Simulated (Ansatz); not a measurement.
Hf:

```
Hf
1.0
     0.00000    2.22000    2.22000
     2.22000    0.00000    2.22000
     2.22000    2.22000    0.00000
Hf
1
Direct
  0.00000 0.00000 0.00000
```

This isn't the form of Hf at room conditions, which is hcp.

| Quantity | Value |
| --- | --- |
| Program | Ansatz 0.2.0 |
| Task | relaxation of cell and atoms |
| Functional | HF |
| Potentials or basis | Ansatz PAW |
| Cutoff | 420 eV (not typed: the program's choice for these potentials) |
| k mesh | 5 × 5 × 5 |
| Occupations | fermi-dirac, width 0.05 eV |
| Spin | no spin polarisation |

At the start: volume 21.88 Å³/atom.

Where does the relaxation end?

It ends after 7 steps and the volume is 25.47 Å³/atom (+16.4 %); space group Fm-3m (No. 225, to 0.05 Å).

Step by step:
```
step  energy change (eV)  largest force (eV/Å)  volume (Å³)
   1              0.0000                0.0000        21.88
   2             -0.1894                0.0000        25.24
   3             -0.1894                0.0000        25.26
   4             -0.2105                0.0000        25.26
   5             -0.2104                0.0000        25.45
   6             -0.2104                0.0000        25.47
   7             -0.2109                0.0000        25.47
```

Final structure:
```
Hf
1.0
     0.00000    2.33519    2.33519
     2.33519    0.00000    2.33519
     2.33519    2.33519    0.00000
Hf
1
Direct
  0.00000 0.00000 0.00000
```

Caveat: the k mesh is coarse (spacing up to 0.49 Å⁻¹), so the values aren't converged, least of all with exact exchange; the volume moved by over 15 % at a fixed basis, so the end points are rough; the plane-wave basis is chosen anew once the cell has moved, so the energies of steps on either side of that aren't comparable; the pressure holds a Pulay correction of +0.6 GPa for the finite cutoff; the volume moved by +16 % from the deposited cell, more than functionals usually miss; the PAW data sets come from PBE, with cores solved anew for the run's functional, which leaves a small shift of forces and pressure.
